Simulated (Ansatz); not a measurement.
**Energy ranking of PbO₂ structures**

Theory: DFT PBE+D3(BJ), scalar-relativistic, plane waves, PAW in Ansatz 0.2.0. Settings: cutoff 420 eV, Γ-centred meshes spaced at most about 0.3 Å⁻¹, and about 0.25 Å⁻¹ or finer for metals (2π included), Gaussian smearing. No spin polarisation.

Energies over the elements count from the elements' standard structures at the same level (O₂ as a molecule), with no fitted energy shifts.

Temperature and zero-point effects are left out. Larger cells and other orderings weren't all tried, so the list isn't exhaustive. For metals, differences of a few meV/atom aren't resolved. These runs have no spin–orbit coupling, which can matter for Pb. The zero gap of R-3m, Fm-3m may come from the functional, which often closes small gaps.

Invented guesses and database cells were relaxed alike, and ends that match in structure were merged. ΔE counts from the first row. Coordination counts O atoms around Pb (those within 1.25 times the shortest such distance or 1.15 times the sum of covalent radii). The ends were matched against large subsets of the Crystallography Open Database and the Materials Project, so a missing match doesn't prove that a structure is unreported.

```
#                                                      reached from              type and space group  atoms  Å³/atom  coordination  ΔE (meV/atom)  gap on mesh (eV)                    in databases
1                                          a Materials Project cell        rutile, P4_2/mnm (No. 136)      6     14.5          Pb 6              0              0.05  Materials Project, matches COD
2  close-packed anion layers stacked AB, repeated with a shift to C  cadmium chloride, R-3m (No. 166)      3     13.8          Pb 6             80              0.00                        no match
3                                        a cell as deposited in COD         fluorite, Fm-3m (No. 225)      3     12.9          Pb 8             85              0.00                             COD
```

The lowest: Space group P4_2/mnm (No. 136), tetragonal, a = 5.030 Å, c = 3.441 Å. Around Pb lie 6 O at 2.19–2.20 Å; O has 3 Pb at 2.19–2.20 Å. Its energy over the elements is −0.861 eV/atom. It is a structure that the Crystallography Open Database (COD) lists.

```xyz
6
Lattice="5.0302 0.0000 0.0000 0.0000 5.0302 0.0000 0.0000 0.0000 3.4406" Properties=species:S:1:pos:R:3 pbc="T T T"
Pb    0.0000    0.0000    0.0000
Pb    2.5151    2.5151    1.7203
O     1.5468    1.5468    0.0000
O     0.9684    4.0619    1.7203
O     4.0619    0.9684    1.7203
O     3.4835    3.4835    0.0000
```

The second: Space group R-3m (No. 166), trigonal, a = 3.484 Å, c = 11.823 Å. Pb is surrounded by 6 O at 2.24 Å; O is surrounded by 3 Pb at 2.24 Å. Counting O atoms around Pb, the first and the second both have Pb 6. Cells relaxed within their symmetry can be saddle points.

```yaml
crystal:
  lattice:
    - [1.74179, 1.00562, 3.94101]
    - [-1.74179, 1.00562, 3.94101]
    - [0.00000, -2.01124, 3.94101]
  atoms:
    - { symbol: Pb, position: [0.50000, 0.50000, 0.50000] }
    - { symbol: O, position: [0.74960, 0.74960, 0.74960] }
    - { symbol: O, position: [0.25040, 0.25040, 0.25040] }
```

Some candidate types were left out of the draw beforehand, so a known form may be missing.
